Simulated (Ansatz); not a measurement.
**Calculated electric field gradients for Ge**

The cell is an entry of the Crystallography Open Database (COD) whose atoms were relaxed with PBE, the cell held.

Space group P4_32_12 (No. 96); a = 5.9164, c = 6.9555 Å.

```
site  Wyckoff  site symmetry       x       y       z
 Ge1       8b              1  0.1727  0.3687  0.2609
 Ge9       4a            ..2  0.0903  0.0903  0.0000
```

One atom of each set is listed.

All values are calculated (Ansatz; DFT, r2SCAN, plane waves and PAW (field gradients read without the response of the frozen cores, which leaves them typically 4 to 6 % off), scalar-relativistic, 500 eV cutoff, Γ-centred 6×6×5 k-points, Fermi–Dirac smearing 0.05 eV), not measured.

C_Q = eQV_zz/h, which is 24.18 MHz for Q = 1 b and V_zz = 10²¹ V/m²; η = (V_xx − V_yy)/V_zz.

⁷³Ge: I = 9/2, Q = -196.0 mb. Q values from Pyykkö, Mol. Phys. 116, 1328 (2018).

**Question.** Give the quadrupolar parameters of the distinct sites.

**Answer.** 

| site | atoms | first shell | V_xx, V_yy, V_zz (10²¹ V/m²) | η | C_Q (MHz) |
| --- | --- | --- | --- | --- | --- |
| Ge1 | 8 | 4 Ge at 2.48–2.51 Å | -0.56, -5.48, 6.04 | 0.81 | -28.6 |
| Ge9 | 4 | 4 Ge at 2.48–2.50 Å | -0.41, -3.88, 4.30 | 0.81 | -20.4 |

The largest force is 0.3 eV/Å, so the atoms aren't at the calculated equilibrium and relaxing them would move these values.
